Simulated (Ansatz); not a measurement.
SnS₂: a prediction, then the measurements

Method: DFT PBE, scalar-relativistic, plane waves, PAW in Ansatz.

Cutoff 420 eV; k points 12×12×4 on the computed 3-atom cell (Γ-centred); Gaussian smearing, width 0.02 eV; no spin polarisation.

Relaxed structure:

```cif
data_structure
_symmetry_space_group_name_H-M 'P-3m1'
_symmetry_Int_Tables_number 164
_cell_length_a 3.7027
_cell_length_b 3.7027
_cell_length_c 6.9327
_cell_angle_alpha 90.000
_cell_angle_beta 90.000
_cell_angle_gamma 120.000
_cell_volume 82.31
loop_
_atom_site_label
_atom_site_type_symbol
_atom_site_symmetry_multiplicity
_atom_site_Wyckoff_symbol
_atom_site_fract_x
_atom_site_fract_y
_atom_site_fract_z
_atom_site_occupancy
Sn1 Sn 1 a 0.00000 0.00000 0.00000 1
S1 S 2 d 0.66667 0.33333 0.21321 1
```

| Item | Value |
| --- | --- |
| Space group | P-3m1 (No. 164) |
| Volume per atom | 185.2 bohr³ |
| Formation energy from the elements' standard states (uncorrected) | -0.385 eV/atom |
| Kohn–Sham band gap | 1.54 eV |
| Orbital (Löwdin) character of the top 1 eV of the valence band | S 3p 96 % |
| Orbital (Löwdin) character of the lowest 1 eV of the conduction band | S 3p 57 %, Sn 5s 35 %, unprojected 5 % |
| Bader charge by site (e) | Sn (1 in the cell) 1.55, S (2 in the cell) -0.77 |

The cell holds layers, chains or molecules and no dispersion correction was added, so their binding is poorly described.

**Against measurements.**

Against the measured lattice constant a of SnS2, 3.6456 Å (300 K; quoted in “Relating chemical bonding to physical properties: The origin of unexpected isotropic properties in layered materials”, 2018, arxiv:1807.00599), the calculated 3.703 Å is off by +1.6 %. Measured lattice constant c of SnS2: 5.8934 Å (300 K; quoted in “Chemical bonding origin of the unexpected isotropic physical properties in thermoelectric Mg3Sb2 and related materials”, 2018, pmc:6226478). This calculation gives 6.933 Å (+17.6 %). The calculation is for 0 K without zero-point motion.

It was relaxed from a measured cell (COD). Kohn–Sham gaps at this level usually fall short of measured ones. Löwdin shares on free-atom orbitals overweight diffuse shells in the empty bands.
